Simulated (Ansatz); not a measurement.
Relaxed-ion elastic tensor of CsBr (CsCl type, space group No. 221) in GPa (Voigt order), DFT-r²SCAN in the program Ansatz with PAW potentials; density 4.37 g/cm³, 40.41 Å³ per atom.

```
30.5   7.9   7.9   0.0   0.0   0.0
 7.9  30.5   7.9   0.0   0.0   0.0
 7.9   7.9  30.5   0.0   0.0   0.0
 0.0   0.0   0.0   8.1   0.0   0.0
 0.0   0.0   0.0   0.0   8.1   0.0
 0.0   0.0   0.0   0.0   0.0   8.1
```

Problem. Is the crystal mechanically stable?

Solution. Yes: the smallest eigenvalue of C is 8.1 GPa.

Problem. Work out the Voigt, Reuss and Hill averages.

Solution. K_V = 15.4, K_R = 15.4, K_H = 15.4; G_V = 9.4, G_R = 9.1, G_H = 9.2 GPa.

Problem. Give Young's modulus, Poisson's ratio, Pugh's ratio and the universal anisotropy index.

Solution. E = 9KG/(3K + G) = 23.1 GPa; ν = 0.25; K/G = 1.67 (near the Pugh limit of 1.75, no verdict); A_U = 5G_V/G_R + K_V/K_R − 6 = 0.14.

Problem. Estimate the sound speeds and the Debye temperature.

Solution. v_l = √((K + 4G/3)/ρ) = 2520 m/s, v_t = √(G/ρ) = 1450 m/s, mean 1610 m/s; Θ = (h/k)(3n/4πV)^(1/3) v_m = 140 K.

Problem. Give the Zener ratio and Young's modulus along [100], [110] and [111].

Solution. A = 2C44/(C11 − C12) = 0.72; 1/E = S11 − 2(S11 − S12 − S44/2)Γ with Γ = 0, 1/4, 1/3 gives 27.2, 22.0, 20.6 GPa.

Space group Pm-3m (CsCl type). Symmetry was held in the r²SCAN relaxation; phonons on a q-mesh show no instability. Scalar-relativistic: spin–orbit coupling is off unless named, which matters more the heavier the elements.

Potentials: the later of the program's two PAW sets.
